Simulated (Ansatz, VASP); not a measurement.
**Two plane-wave programs on C**

```xyz
4
Lattice="1.2328 -2.1341 0.0000 1.2328 2.1341 0.0000 0.0000 0.0000 6.7990" Properties=species:S:1:pos:R:3 pbc="T T T"
C     1.4060    1.6786    5.0992
C     1.2328   -0.3556    1.6997
C     1.2328   -1.7786    1.6997
C     1.2328    0.3556    5.0992
```

Alike in both runs: task single point; functional PBE; dispersion D3(BJ); k mesh 22 × 22 × 8; occupations gaussian, width 0.15 eV; no spin polarisation.

|  | VASP | Ansatz |
| --- | --- | --- |
| version | VASP 6.6.1 | Ansatz 0.2.0 |
| potentials or method | VASP PAW PBE potentials, release 64 (C) | scalar-relativistic, plane waves, PAW |
| plane-wave cutoff (eV) | 520 | 420 |
| valence electrons in the cell | 16 | 16 |

VASP gave:

```
gap on the k mesh at the Fermi level (eV)       : none
pressure (GPa)                                  : 7.3
largest component of the traceless stress (GPa) : 8.25
rms of the force components (eV/Å)              : 3.168
```

**Question.** What did Ansatz give for the same quantities?

**Answer.** gap on the k mesh at the Fermi level (eV): none; pressure (GPa): 7.0; largest component of the traceless stress (GPa): 7.97; rms of the force components (eV/Å): 3.169.

Atom by atom the forces differ by 0.001 eV/Å (rms over components). A gap of «none» marks a metal or a gap that the smearing closes.

Caveats: forces of over 1 eV/Å show positions far from the minimum, so gaps and moduli don't describe the material at rest.
